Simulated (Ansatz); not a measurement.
TaN: how the energy converges with the cutoff

TaN, P6_3mc, a = 3.050 Å, c = 4.940 Å. This isn't the usual stable structure of the compound. Ansatz: PBE, PAW, cutoff varied, Γ-centred 15×15×8 mesh on 4 atoms, Gaussian smearing 0.10 eV; no spin polarisation. Single points at one geometry, the cutoff alone changed; ΔE is the energy at zero smearing over the run at 600 eV. The runs up to 350 eV lie under the cutoff recommended for these PAW datasets.

| cutoff (eV) | ΔE (meV/atom) |
| --- | --- |
| 200 | ? |
| 250 | 559.25 |
| 300 | 144.27 |
| 350 | 33.47 |
| 420 | 2.89 |
| 500 | 0.41 |

Task: Assume ΔE falls exponentially with the cutoff, fit y = ln ΔE against x, the cutoff in eV, to the other rows, and predict the missing value.

Result: y = 6.327, 4.972, 3.511, 1.061, -0.892. Means x = 364.0, y = 2.9958; Σ(Δx)² = 38920, ΣΔxΔy = -1151; the slope is their ratio. y = 13.76 − 0.02956 x, a factor of ten per 78 eV. At 200 eV this gives ΔE = 2560.61 meV/atom. The run gave 2336.21, a ratio of 1.10. Between neighbouring rows the decay runs from a factor of ten per 66 eV to one per 94 eV, so one exponential is only a rough guide.

6 further runs of this set didn't finish or converge.